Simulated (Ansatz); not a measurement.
Here is the system:

InN (wurtzite)

```xyz
4
Lattice="3.5805 0.0000 0.0000 -1.7903 3.1008 0.0000 0.0000 0.0000 5.7878" Properties=species:S:1:pos:R:3 pbc="T T T"
In     1.7903     1.0336     2.9053
In     0.0000     2.0672     0.0114
N      1.7903     1.0336     0.7132
N      0.0000     2.0672     3.6071
```

Equation-of-state scan: isotropic scaling of the cell above, V₀ being its volume. The atoms relax within the cell's symmetry.

These are PBE (plane waves to 420 eV, PAW, scalar-relativistic; Ansatz, a quantum-chemistry and plane-wave program) values and carry that method's errors. k mesh 11×11×6 (Γ-centred), Fermi-Dirac smearing 0.05 eV. E stands for the smeared free energy. Compression counts positive. With the shape held, the modulus is that of even scaling; a crystal free to change shape is softer. At this level the bands of InN touch or barely overlap; measurements give the solid a gap. InN was relaxed with its symmetry unable to fall. The zero of ΔE is the relaxed starting cell.

The scan covers V/V₀ from 0.940 to 1.060 in 9 points.

Task: What is ΔE at V/V₀ = 1.060?

Result: 20 meV/atom.

Task: What pressure does the cell carry at V/V₀ = 0.940?

Result: 8.7 GPa.

Task: What is ΔE at V/V₀ = 0.940?

Result: 25 meV/atom.

(A scan under strain: stresses follow from slopes of the energy per volume, elastic moduli from its curvatures.)
